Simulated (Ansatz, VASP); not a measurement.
# Two plane-wave programs on BeS

```
CELL_PARAMETERS angstrom
0.00000 2.46137 2.49775
2.46137 0.00000 2.49775
2.46137 2.46137 0.00000
ATOMIC_POSITIONS crystal
Be 0.00000 0.00000 0.00000
S 0.75000 0.75000 0.75000
```

Change from the starting cell: strain +0.015 along x and y, +0.030 along z, atoms carried along.

Alike in both runs: task single point; functional PBE; k mesh 8 × 8 × 8; occupations gaussian, width 0.05 eV; no spin polarisation.

```csv
,VASP,Ansatz
version,VASP 6.6.1,Ansatz 0.2.0
potentials or method,"VASP PAW PBE potentials, release 64 (Be, S)","scalar-relativistic, plane waves, PAW"
plane-wave cutoff (eV),520,420
valence electrons in the cell,8,8
```

```tsv
	VASP	Ansatz	Ansatz less VASP
gap on the k mesh at the Fermi level (eV)	3.18	3.17	-0.001
least direct gap on the mesh (eV)	5.37	5.37	+0.001
pressure (GPa)	-3.7	-3.7	-0.01
largest component of the traceless stress (GPa)	0.94	0.94	+0.003
```

With one functional, cell and mesh, what is left measures potentials, basis and numerics.

A k mesh can miss the band edges.
